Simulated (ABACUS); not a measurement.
**PbS (Galena) under changes of volume**

One of the cells (26.086 Å³/atom); the others are scaled copies at fixed shape and fractional positions:

```
Pb S
1.0
     0.00000    2.96575    2.96575
     2.96575    0.00000    2.96575
     2.96575    2.96575    0.00000
Pb S
1 1
Cartesian
  0.0000 0.0000 0.0000
  2.9657 2.9657 2.9657
```

* Program: ABACUS 3.10.1
* Functional: PBEsol
* Potentials or basis: PseudoDojo NC SR 0.4.1 PBEsol standard
* Cutoff: 857 eV
* Density cutoff: 3429 eV
* Basis: plane waves
* k mesh: 8 × 8 × 8
* Occupations: fermi-dirac, width 0.05 eV
* Spin: no spin polarisation

| volume (Å³/atom) | energy over the lowest point (meV/atom) | pressure (GPa) | gap on the mesh (eV) |
| --- | --- | --- | --- |
| 24.521 | 11.16 | 3.1 | 0.01 |
| 25.042 | 3.36 | 1.7 | 0.10 |
| 25.564 | 0.00 | 0.4 | 0.18 |
| 26.086 | 0.70 | -0.8 | 0.26 |
| 26.607 | 5.09 | -1.9 | 0.33 |
| 27.129 | 12.79 | -2.9 | 0.40 |
| 27.651 | ? | ? | ? |

Question: What does the run at 27.651 Å³/atom give?

Answer: Energy over the lowest point 23.46 meV/atom; pressure -3.7 GPa; gap on the mesh 0.46 eV.

Worked out: A Birch-Murnaghan fit of order 3 (a polynomial in V^(-2/3)) to the other rows has its minimum at 25.73 Å³/atom with B0 = V·E''(V) = 59 GPa and B' = 3.8. It gives 23.53 meV/atom at 27.651 Å³/atom, against the run's 23.46, and -dE/dV = -3.7 GPa, against -3.7.

Energies are extrapolated to zero smearing.

Caveats: spin-orbit coupling is left out, which as a rule narrows the gap of such compounds by several tenths of an eV.

A mesh can miss the band edges.
